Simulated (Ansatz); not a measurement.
Rock-salt NaBr

Computed with r²SCAN (Ansatz, an electronic-structure program, plane waves, PAW).

Settings: plane-wave cutoff 500 eV, 6×6×1 k mesh (along the axes of the cell as run), gaussian smearing 0.02 eV, scalar-relativistic PAW data made under PBE.

Cell: relaxed at this level.

surface energy of the (110) face: 0.32 J/m²
ionisation potential of the slab: 6.24 eV

The slab of 16 atoms is relaxed and unreconstructed.

Cost on a shared machine: roughly 10 core-minutes.
